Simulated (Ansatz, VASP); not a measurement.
This is a calculation of Al for VASP 6.6.1.

Contents of INCAR:

```
  PREC = Accurate
  ENCUT = 520
  EDIFF = 1E-6
  ISMEAR = 0
  SIGMA = 0.011
  LREAL = F
  LASPH = T
  NELM = 60
  ALGO = Normal
  ISIF = 2
  LWAVE = F
  LCHARG = F
  GGA = PE
  NBANDS = 8
```

KPOINTS

```
regular mesh
0
Gamma
  11 11 11
```

The input POSCAR:

```
Al
1.0
    0.0000000000      2.0248050000      2.0248050000
    2.0248050000      0.0000000000      2.0248050000
    2.0248050000      2.0248050000      0.0000000000
Al
1
Direct
    0.0000000000      0.0000000000      0.0000000000
```

Potentials or basis: VASP PAW PBE potentials, release 64 (Al).

Launch:

```bash
$ cat potpaw_PBE.64/Al/POTCAR > POTCAR
$ mpirun -np 1 vasp_std > vasp.out
```

Set up the same calculation for Ansatz 0.2.0. Potentials there: all-electron LAPW, scalar-relativistic.

As run (the cutoff follows the program's own potentials):

The input input.yaml:

```yaml
crystal:
  lattice:
    - [0.0, 2.024805, 2.024805]
    - [2.024805, 0.0, 2.024805]
    - [2.024805, 2.024805, 0.0]
  atoms:
    - { symbol: Al, position: [0.0, 0.0, 0.0] }
kpoints:
  mp_grid: { grid: [11, 11, 11] }
scf:
  occupations: { method: gaussian, width: 0.011 }
hamiltonian:
  xc: pbe
  pseudopotentials: { kind: all_electron, lapw: { basis_error: 0.001 } }
output:
  forces: true
  stress: true
  eigenvalues: true
```

Potentials or basis: all-electron LAPW, scalar-relativistic.

Command:

```bash
$ ansatz run input.yaml --threads 1 --pin off --max-ram 3072MiB --backend cpu --events-out ev --progress --plain --runs-dir out
```

Both were run:

|  | VASP | Ansatz | Ansatz less VASP |
| --- | --- | --- | --- |
| gap on the k mesh at the Fermi level (eV) | none | none | - |
| pressure (GPa) | -0.6 | -0.5 | +0.04 |

A gap of «none» marks a metal or a gap that the smearing closes. Ansatz ran all-electron here, so the differences hold the error of VASP's frozen core and of both bases.
